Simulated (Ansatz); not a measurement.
# MoS2: the cost of one run

Computed with Ansatz 0.2.0 (DFT PBE, scalar-relativistic, unless a step's input says otherwise).

## (1) The structure to begin with

The structure is hexagonal, space group P6_3/mmc (No. 194). Conventional cell: a = 3.161 Å, b = 3.161 Å, c = 12.295 Å, α = 90.00°, β = 90.00°, γ = 120.00°. Mo (site symmetry -6m2) has 6 S at 2.37 Å as nearest neighbours. S (site symmetry 3m) is surrounded by 3 Mo at 2.37 Å.

As a file:

```cif
data_structure
_symmetry_space_group_name_H-M 'P 1'
_symmetry_Int_Tables_number 1
_cell_length_a 3.1610
_cell_length_b 3.1610
_cell_length_c 12.2950
_cell_angle_alpha 90.000
_cell_angle_beta 90.000
_cell_angle_gamma 120.000
_cell_volume 106.39
loop_
_atom_site_label
_atom_site_type_symbol
_atom_site_fract_x
_atom_site_fract_y
_atom_site_fract_z
_atom_site_occupancy
Mo1 Mo 0.33333 0.66667 0.25000 1
Mo2 Mo 0.66667 0.33333 0.75000 1
S1 S 0.33333 0.66667 0.62750 1
S2 S 0.66667 0.33333 0.12750 1
S3 S 0.33333 0.66667 0.87250 1
S4 S 0.66667 0.33333 0.37250 1
```

Atoms are numbered in the order of the input: Mo1, Mo2, S3, S4, S5, S6.

## (2) Volume × 0.94, LAPW

input.yaml reads:

```yaml
crystal:
  lattice:
    - [3.0964732586, 0.0, 0.0]
    - [-1.5482366293, 2.6816245041, 0.0]
    - [0.0, 0.0, 12.0440112067]
  atoms:
    - { symbol: Mo, position: [0.3333333333, 0.6666666667, 0.25] }
    - { symbol: Mo, position: [0.6666666667, 0.3333333333, 0.75] }
    - { symbol: S, position: [0.3333333333, 0.6666666667, 0.6275] }
    - { symbol: S, position: [0.6666666667, 0.3333333333, 0.1275] }
    - { symbol: S, position: [0.3333333333, 0.6666666667, 0.8725] }
    - { symbol: S, position: [0.6666666667, 0.3333333333, 0.3725] }
kpoints:
  mp_grid: { grid: [10, 10, 3] }
  band_path:
    path:
      - [0.0, 0.0, 0.0]
      - [0.5, 0.0, 0.0]
      - [0.3333333333, 0.3333333333, 0.0]
      - [0.0, 0.0, 0.0]
      - [0.0, 0.0, 0.5]
      - [0.5, 0.0, 0.5]
      - [0.3333333333, 0.3333333333, 0.5]
      - [0.0, 0.0, 0.5]
      - [0.5, 0.0, 0.5]
    npoints: 5
scf:
  occupations: { method: fermi_dirac, width: 0.03 }
hamiltonian:
  xc: pbe
  pseudopotentials: { kind: all_electron, lapw: { basis_error: 0.001 } }
output:
  forces: true
  stress: true
  eigenvalues: true
```

Launch:

```
$ ansatz run input.yaml --threads 2 --pin off --max-ram 6144MiB --backend cpu --events-out ev --progress --plain --runs-dir out
```

What time and memory should one allow on 2 threads of Intel Xeon Platinum 8488C (Sapphire Rapids), shared host?

About 34 s, with a peak of 0.67 GiB.
